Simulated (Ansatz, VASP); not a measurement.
## Two plane-wave programs on InP

The input INCAR:

```
SYSTEM = InP
ALGO     = Normal         ! electronic algorithm
EDIFF    = 1E-7           ! SCF threshold, eV
ENCUT    = 520            ! plane-wave cutoff, eV
GGA      = PS             ! functional
ISIF     = 2              ! what is computed and relaxed
ISMEAR   = 0              ! smearing method
LASPH    = .True.         ! aspherical terms in the spheres
LCHARG   = .False.        ! write CHGCAR
LREAL    = .False.        ! projectors in reciprocal space
LWAVE    = .False.        ! write WAVECAR
NBANDS   = 16             ! bands
NELM     = 60             ! most SCF steps
PREC     = Accurate       ! precision mode
SIGMA    = 0.15           ! smearing width, eV
```

The input KPOINTS:

```
k-points
0
Gamma
  6 6 6
  0 0 0
```

Contents of POSCAR:

```
InP
1.0
    0.0000000000      2.8550000000      2.8550000000
    2.8550000000      0.0000000000      2.8550000000
    2.8550000000      2.8550000000      0.0000000000
In P
1 1
Direct
    0.0000000000      0.0000000000      0.0000000000
    0.5000000000      0.5000000000      0.5000000000
```

Input for Ansatz:

```yaml
crystal:
  lattice:
    - [0.0, 2.855, 2.855]
    - [2.855, 0.0, 2.855]
    - [2.855, 2.855, 0.0]
  atoms:
    - { symbol: In, position: [0.0, 0.0, 0.0] }
    - { symbol: P, position: [0.5, 0.5, 0.5] }
basis:
  ecutwfc: 420
kpoints:
  mp_grid: { grid: [6, 6, 6] }
hamiltonian:
  xc: pbesol
scf:
  occupations: { method: gaussian, width: 0.15 }
output:
  forces: true
  stress: true
  eigenvalues: true
```

Measurements of this composition are mostly on another form, of space group No. 216.

Alike in both runs: task single point; functional PBEsol; k mesh 6 × 6 × 6; occupations gaussian, width 0.15 eV; no spin polarisation.

```csv
,VASP,Ansatz
version,VASP 6.6.1,Ansatz 0.2.0
potentials or method,"VASP PAW PBE potentials, release 64 (In_d, P)","scalar-relativistic, plane waves, PAW"
plane-wave cutoff (eV),520,420
valence electrons in the cell,18,18
```

```csv
,VASP,Ansatz,Ansatz less VASP
gap on the k mesh at the Fermi level (eV),none,none,-
pressure (GPa),-8.0,-8.0,-0.01
```

A gap of «none» marks a metal or a gap that the smearing closes.

Caveats: the PAW data sets were made with another functional, which shifts forces and pressure a little (VASP).
